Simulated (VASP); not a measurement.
The system is Sb.

```xyz
2
Lattice="2.1626 1.2486 3.6720 -2.1626 1.2486 3.6720 0.0000 -2.4971 3.6720" Properties=species:S:1:pos:R:3 pbc="T T T"
Sb    0.0000    0.0000    2.6067
Sb    0.0000    0.0000    8.4093
```

The cell was built by a generator and needn't be a form met in nature.

Program: VASP 6.6.1. Alike in all runs: task band structure; cell as given; cutoff (eV) 520; smearing gaussian 0.03 eV. Hardware: 1 thread of Intel(R) Xeon(R) Platinum 8259CL CPU @ 2.50GHz (Skylake/Cascade Lake), with other jobs on the host.

**Question.** Order these runs on this cell by their wall time, lowest first.
A. level TB-mBJ; potentials or basis VASP PAW PBE potentials, release 64 (Sb); spin off; k mesh 9 × 9 × 7
B. level TB-mBJ; potentials or basis VASP PAW PBE potentials, release 64 (Sb); spin SOC, no magnetisation; k mesh 6 × 6 × 6
C. level LDA; potentials or basis VASP PAW LDA potentials, release 64 (Sb); spin off; k mesh 9 × 9 × 7

**Answer.** C (170 s), A (340 s), B (750 s).
